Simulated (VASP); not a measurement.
# BN (P6_3/mmc) in VASP: dielectric tensor with PBE+D3(BJ)

Aim: the dielectric tensor of BN with PBE+D3(BJ).

Everything below comes from runs of VASP 6.6.1. Logs are shortened: lines on timing, memory, paths and dates and some standing lists are left out, and cuts for length are marked.

## 1. The structure

The structure is hexagonal, space group P6_3/mmc (No. 194). The conventional cell has a = 2.507 Å, b = 2.507 Å, c = 6.596 Å, α = 90.00°, β = 90.00°, γ = 120.00°. B (site symmetry -6m2) is surrounded by 3 N at 1.45 Å. N (site symmetry -6m2) is surrounded by 3 B at 1.45 Å.

## 2. Dielectric tensor, PBE+D3(BJ)

The input, INCAR:

```
PREC     = Accurate       # precision mode
ENCUT    = 520            # plane-wave cutoff, eV
EDIFF    = 1E-7           # SCF threshold, eV
ISMEAR   = 0              # smearing method
SIGMA    = 0.02           # smearing width, eV
LREAL    = F              # projectors in reciprocal space
LASPH    = T              # aspherical terms in the spheres
NELM     = 60             # most SCF steps
ALGO     = Normal         # electronic algorithm
ISIF     = 2              # what is computed and relaxed
LWAVE    = F              # write WAVECAR
LCHARG   = F              # write CHGCAR
GGA      = PE             # functional
IVDW     = 12             # dispersion correction
LEPSILON = T              # dielectric tensor by DFPT
KPAR     = 4
```

The input, KPOINTS:

```
regular mesh
0
Gamma
  6 6 2
```

The input, POSCAR:

```
BN                                      
1.0
    2.5067522025      0.0000000000      0.0000000000
   -1.2533761013      2.1709110836      0.0000000000
    0.0000000000      0.0000000000      6.5963922363
  B               N             
     2     2
Direct
     0.3333333300000021    0.6666666699999979    0.2500000000000000
     0.6666666699999979    0.3333333300000021    0.7500000000000000
     0.3333333300000021    0.6666666699999979    0.7500000000000000
     0.6666666699999979    0.3333333300000021    0.2500000000000000
```

Potentials or basis: VASP PAW PBE potentials, release 64 (B, N).

The run is started by

```console
cat potpaw_PBE.64/B/POTCAR potpaw_PBE.64/N/POTCAR > POTCAR
mpirun -np 4 vasp_std > vasp.out
```

OUTCAR:

```text
PREC = Accurate
   ENCUT = 520
   EDIFF = 1E-7
   ISMEAR = 0
   LREAL = F
   LASPH = T
   NELM = 60
   ISIF = 2
   GGA = PE
   IVDW = 12
   LEPSILON = T
 IVDW          = 12

 ion  position               nearest neighbor table
   1  0.333  0.667  0.250-   4 1.45   4 1.45   4 1.45
   2  0.667  0.333  0.750-   3 1.45   3 1.45   3 1.45
   3  0.333  0.667  0.750-   2 1.45   2 1.45   2 1.45
   4  0.667  0.333  0.250-   1 1.45   1 1.45   1 1.45

  LATTYP: Found a hexagonal cell.
 ALAT       =     2.5067522025
 C/A-ratio  =     2.6314496621

  Lattice vectors:

 A1 = (   2.5067522025,   0.0000000000,   0.0000000000)
 A2 = (  -1.2533761013,   2.1709110836,   0.0000000000)
 A3 = (   0.0000000000,   0.0000000000,   6.5963922363)

Analysis of symmetry for initial positions (statically):
=====================================================================
 Subroutine PRICEL returns:
 Original cell was already a primitive cell.

 Routine SETGRP: Setting up the symmetry group for a
 hexagonal supercell.

 Subroutine GETGRP returns: Found 24 space group operations
 (whereof 12 operations were pure point group operations)
 out of a pool of 24 trial point group operations.

The static configuration has the point symmetry D_3d.
 The point group associated with its full space group is D_6h.

Analysis of symmetry for dynamics (positions and initial velocities):
=====================================================================
 Subroutine PRICEL returns:
 Original cell was already a primitive cell.

 Routine SETGRP: Setting up the symmetry group for a
 hexagonal supercell.

 Subroutine GETGRP returns: Found 24 space group operations
 (whereof 12 operations were pure point group operations)
 out of a pool of 24 trial point group operations.

The dynamic configuration has the point symmetry D_3d.
 The point group associated with its full space group is D_6h.

 Subroutine INISYM returns: Found 24 space group operations
 (whereof 12 operations are pure point group operations),
 and found     1 'primitive' translations

----------------------------------------------------------------------------------------

                                     Primitive cell

  volume of cell :      35.8971

  direct lattice vectors                    reciprocal lattice vectors
     2.506752202  0.000000000  0.000000000     0.398922558  0.230318047  0.000000000
    -1.253376101  2.170911084  0.000000000     0.000000000  0.460636093  0.000000000
     0.000000000  0.000000000  6.596392236     0.000000000  0.000000000  0.151598020

  length of vectors
     2.506752202  2.506752198  6.596392236     0.460636092  0.460636093  0.151598020

  position of ions in fractional coordinates (direct lattice)
     0.333333330  0.666666670  0.250000000
     0.666666670  0.333333330  0.750000000
     0.333333330  0.666666670  0.750000000
     0.666666670  0.333333330  0.250000000

  ion indices of the primitive-cell ions
   primitive index   ion index
                 1           1
                 2           2
                 3           3
                 4           4

----------------------------------------------------------------------------------------

 KPOINTS: regular mesh

Automatic generation of k-mesh.
 Grid dimensions read from file:
 generate k-points for:    6    6    2

 Generating k-lattice:

  Cartesian coordinates                     Fractional coordinates (reciprocal lattice)
     0.066487093  0.038386341  0.000000000     0.166666667  0.000000000  0.000000000
     0.000000000  0.076772682  0.000000000     0.000000000  0.166666667  0.000000000
     0.000000000  0.000000000  0.075799010     0.000000000  0.000000000  0.500000000

  Length of vectors
     0.076772682  0.076772682  0.075799010

  Shift w.r.t. Gamma in fractional coordinates (k-lattice)
     0.000000000  0.000000000  0.000000000

 Subroutine IBZKPT returns following result:
[... 80 lines left out ...]

 E-fermi :   2.4387     XC(G=0): -10.1066

 val. band max:        2.3125188118   @ k =   0.3333   0.3333   0.5000
 cond. band min:       6.5745533060   @ k =   0.5000   0.0000   0.0000
 fundamental gap:      4.2620344942
 Fermi energy:         2.4386676899

 k-point     1 :       0.0000    0.0000    0.0000
  band No.  band energies     occupation
      1     -15.4728      2.00000
      2     -15.1628      2.00000
      3      -3.9136      2.00000
      4      -1.7164      2.00000
      5       0.9791      2.00000
      6       0.9791      2.00000
      7       1.0191      2.00000
      8       1.0191      2.00000
      9       7.6164      0.00000
     10      12.6964      0.00000
     11      13.8317      0.00000
     12      13.8319      0.00000
[... 181 lines left out ...]
 k-point    14 :       0.3333    0.3333    0.5000
  band No.  band energies     occupation
      1     -11.6590      2.00000
      2     -11.6590      2.00000
      3      -5.5587      2.00000
      4      -5.5587      2.00000
      5      -4.8331      2.00000
      6      -4.8331      2.00000
      7       2.3125      2.00000
      8       2.3125      2.00000
      9       6.9455      0.00000
     10       6.9455      0.00000
     11      14.3145      0.00000
     12      14.3145      0.00000

  FORCE on cell =-STRESS in cart. coord.  units (eV):
  Direction    XX          YY          ZZ          XY          YZ          ZX
  --------------------------------------------------------------------------------------
  -------------------------------------------------------------------------------------
  Total       0.00021     0.00021    -0.00204    -0.00000     0.00000     0.00000
  in kB       0.00917     0.00917    -0.09118    -0.00000     0.00000     0.00000
  external pressure =       -0.02 kB  Pullay stress =        0.00 kB

 VOLUME and BASIS-vectors are now :
 -----------------------------------------------------------------------------
  energy-cutoff  :      520.00
  volume of cell :       35.90
      direct lattice vectors                 reciprocal lattice vectors
     2.506752202  0.000000000  0.000000000     0.398922558  0.230318047  0.000000000
    -1.253376101  2.170911084  0.000000000     0.000000000  0.460636093  0.000000000
     0.000000000  0.000000000  6.596392236     0.000000000  0.000000000  0.151598020

 POSITION                                       TOTAL-FORCE (eV/Angst)
 -----------------------------------------------------------------------------------
     -0.00000      1.44727      1.64910        -0.000000      0.000000      0.000000
      1.25338      0.72364      4.94729         0.000000      0.000000      0.000000
     -0.00000      1.44727      4.94729         0.000000     -0.000000      0.000000
      1.25338      0.72364      1.64910        -0.000000      0.000000      0.000000
 -----------------------------------------------------------------------------------
    total drift:                               -0.000002      0.000001      0.000000

  FREE ENERGIE OF THE ION-ELECTRON SYSTEM (eV)
  ---------------------------------------------------
  free  energy   TOTEN  =       -35.7161280866 eV

  energy  without entropy=      -35.7161280866  energy(sigma->0) =      -35.71612809

 HEAD OF MICROSCOPIC STATIC DIELECTRIC TENSOR (INDEPENDENT PARTICLE, excluding Hartree and local field effects)
 ------------------------------------------------------
           4.851937    -0.000000     0.000000
          -0.000000     4.851937     0.000000
           0.000000     0.000000     3.048286
 ------------------------------------------------------

 Free energy of the ion-electron system (eV)
  ---------------------------------------------------
  ---------------------------------------------------
  free energy    TOTEN  =        -0.39863171 eV

  energy without entropy =       -0.39863171

------------------------ aborting loop because EDIFF is reached ----------------------------------------

 Edisp (eV)   -0.56792

 E8    (eV) :    -0.1664
[... 7 lines left out ...]
 E8    (eV) :    -0.1664

--------------------------------------- Ionic step        3  -------------------------------------------

 Free energy of the ion-electron system (eV)
  ---------------------------------------------------
  ---------------------------------------------------
  free energy    TOTEN  =        -0.19123084 eV

  energy without entropy =       -0.19123084

------------------------ aborting loop because EDIFF is reached ----------------------------------------

 Edisp (eV)   -0.56792

 E8    (eV) :    -0.1664

 PIEZOELECTRIC TENSOR FIELD DIRECTION 3  (e Angst)
 -----------------------------------------------------------------------------
    -0.00000  0.00000  0.00000           (  0.00000 -0.00000  0.00000)
     0.00000 -0.00000  0.00000           ( -0.00000  0.00000  0.00000)
     0.00000  0.00000  0.00000           (  0.00000  0.00000  0.00000)

 PIEZOELECTRIC TENSOR FIELD DIRECTION 3  (C/m^2)
 -----------------------------------------------------------------------------
    -0.00000  0.00000  0.00000
     0.00000 -0.00000  0.00000
     0.00000  0.00000  0.00000

 MACROSCOPIC STATIC DIELECTRIC TENSOR (including local field effects in DFT)
 ------------------------------------------------------
           4.762392    -0.000000     0.000000
          -0.000000     4.762392     0.000000
           0.000000     0.000000     2.729694
 ------------------------------------------------------

 PIEZOELECTRIC TENSOR (including local field effects)  for field in x, y, z        (e  Angst)
          XX          YY          ZZ          XY          YZ          ZX
  --------------------------------------------------------------------------------
  x     0.00000     0.00000     0.00000     0.00000     0.00000     0.00000
  y     0.00000     0.00000     0.00000     0.00000     0.00000     0.00000
  z     0.00000     0.00000     0.00000     0.00000     0.00000     0.00000

 PIEZOELECTRIC TENSOR (including local field effects)  for field in x, y, z        (C/m^2)
          XX          YY          ZZ          XY          YZ          ZX
  --------------------------------------------------------------------------------
  x     0.00000     0.00000     0.00000     0.00000     0.00000     0.00000
  y     0.00000     0.00000     0.00000     0.00000     0.00000     0.00000
  z     0.00000     0.00000     0.00000     0.00000     0.00000     0.00000

 BORN EFFECTIVE CHARGES (including local field effects) (in |e|, cummulative output)
 ---------------------------------------------------------------------------------
 ion    1
    1     2.71132    -0.00000    -0.00000
    2    -0.00000     2.71132     0.00000
    3    -0.00000     0.00000     0.75819
 ion    2
    1     2.71132    -0.00000    -0.00000
    2    -0.00000     2.71132     0.00000
    3    -0.00000    -0.00000     0.75819
 ion    3
    1    -2.71132     0.00000    -0.00000
    2     0.00000    -2.71132     0.00000
    3    -0.00000     0.00000    -0.75819
 ion    4
    1    -2.71132     0.00000    -0.00000
    2     0.00000    -2.71132     0.00000
    3     0.00000     0.00000    -0.75819
```

Run time: 32 s. Hardware: 4 MPI ranks of Intel Xeon Platinum 8488C (Sapphire Rapids), shared host; peak memory 0.18 GiB.

What came out:

```
Band gap on the k mesh                  : 4.26 eV, indirect (least direct gap 4.63 eV)
Electronic dielectric tensor (diagonal) : 4.76, 4.76, 2.73
Born charges (mean of the diagonal)     : B +2.06; N -2.06 e
Dispersion energy per atom              : -0.142 eV
```

Levels at points of the mesh, in eV from the valence-band top:
```csv
k point,band 4,band 5,band 6,band 7,band 8,band 9,band 10,band 11,band 12
"(0.00, 0.00, 0.00)",-4.03,-1.33,-1.33,-1.29,-1.29,5.30,10.38,11.52,11.52
"(0.50, 0.00, 0.00)",-8.82,-4.14,-4.07,-1.46,-0.41,4.26,5.67,9.51,9.92
"(0.00, 0.00, 0.50)",-5.26,-1.31,-1.31,-1.31,-1.31,7.70,7.70,11.58,11.58
"(0.50, 0.00, 0.50)",-8.86,-4.10,-4.10,-0.91,-0.91,4.73,4.73,9.89,9.89
```

Electronic dielectric tensor:
```
4.76 0.00 0.00
0.00 4.76 0.00
0.00 0.00 2.73
```

Born effective charge tensors (e):
atom 1, B
```
2.71 0.00 0.00
0.00 2.71 0.00
0.00 0.00 0.76
```
atom 2, B
```
2.71 0.00 0.00
0.00 2.71 0.00
0.00 0.00 0.76
```
atom 3, N
```
-2.71  0.00  0.00
 0.00 -2.71  0.00
 0.00  0.00 -0.76
```
atom 4, N
```
-2.71  0.00  0.00
 0.00 -2.71  0.00
 0.00  0.00 -0.76
```

Caveat: the k mesh is coarse (spacing up to 0.48 Å⁻¹), so the values aren't converged.
